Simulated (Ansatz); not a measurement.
Reaction (substitution at a C–C bond): `CC=C1CC1` + `N[SiH2]C=O` → `CN[SiH2]C=O` + `C=C1CC1`

Calculated with Ansatz (gas phase, PBE0-D4/def2-TZVP geometries, no zero-point term in ΔE). CCSD(T)/CBS adds triple-zeta CCSD(T) − MP2 to the extrapolated MP2 energy (def2 sets, frozen cores). Functionals use def2-TZVPP. Each species was taken in one conformer, which may not be the lowest.

| level | ΔE (eV) |
| --- | --- |
| PBE0-D4 | 0.52 |
| ωB97M-V | 0.51 |
| B2PLYP | 0.51 |
| HF/def2-QZVPP | 0.46 |

Question: What does CCSD(T)/CBS give? (An estimate is asked.)

Answer: The calculation gave: +0.52 eV. The listed levels differ from it by 0.00, -0.01, -0.01, -0.06 eV.

Largest T1 diagnostic among the species: 0.014.

In def2-TZVPP, CCSD(T) changes the Hartree–Fock value by +0.04 eV (the triples alone add +0.00 eV) and MP2 by +0.09 eV.

CCSD(T)/CBS has its own doubt, a few kJ/mol and more with outer-core shells, so smaller differences from it don't rank the levels.
